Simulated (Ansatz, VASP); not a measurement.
**Two plane-wave programs on W**

The input INCAR:

```
ALGO = Fast
EDIFF = 1E-6
EDIFFG = -0.002
ENCUT = 600
GGA = PE
IBRION = 2
ISIF = 3
ISMEAR = 0
LASPH = T
LCHARG = F
LREAL = F
LWAVE = F
NELM = 100
NSW = 100
PREC = Accurate
SIGMA = 0.1
```

Contents of KPOINTS:

```
k-points
0
Gamma
  18 18 18
```

The input POSCAR:

```
W
1.0
   -1.6007500000      1.6007500000      1.6007500000
    1.6007500000     -1.6007500000      1.6007500000
    1.6007500000      1.6007500000     -1.6007500000
W
1
Direct
    0.0000000000      0.0000000000      0.0000000000
```

Input for Ansatz:

```yaml
crystal:
  lattice:
    - [-1.60075, 1.60075, 1.60075]
    - [1.60075, -1.60075, 1.60075]
    - [1.60075, 1.60075, -1.60075]
  atoms:
    - { symbol: W, position: [0.0, 0.0, 0.0] }
basis:
  ecutwfc: 420
kpoints:
  mp_grid: { grid: [18, 18, 18] }
hamiltonian:
  xc: pbe
  pseudopotentials: { kind: paw, azcp: { folder: soft_1 } }
scf:
  occupations: { method: gaussian, width: 0.1 }
output:
  forces: true
  stress: true
  eigenvalues: true
  write_density: true
  write_potential: true
  elf: true
  volumetric_format: npy
relax:
  adjacent_minimum: "off"
  f_tol: 0.002
  max_steps: 80
  cell: { stress_tol: 0.02 }
```

Alike in both runs: task relaxation of cell and atoms; functional PBE; k mesh 18 × 18 × 18; occupations gaussian, width 0.1 eV; no spin polarisation.

|  | VASP | Ansatz |
| --- | --- | --- |
| version | VASP 6.6.1 | Ansatz 0.2.0 |
| potentials or method | VASP PAW PBE potentials, release 64 (W_sv) | scalar-relativistic, plane waves, PAW |
| plane-wave cutoff (eV) | 600 | 420 |
| valence electrons in the cell | 14 | 14 |

VASP gave:

* gap on the k mesh at the Fermi level, each at its own relaxed structure (eV): none
* relaxed volume (Å³/atom): 16.16
* relaxed cell length with the largest relative difference (Å): 2.759
* energy change over the relaxation (meV/atom): -3

Task: Estimate Ansatz's values.

Result: gap on the k mesh at the Fermi level, each at its own relaxed structure (eV): none; relaxed volume (Å³/atom): 16.14; relaxed cell length with the largest relative difference (Å): 2.757; energy change over the relaxation (meV/atom): -4.

A gap of «none» marks a metal or a gap that the smearing closes.

The runs have no spin-orbit coupling, so splittings on W are missing.
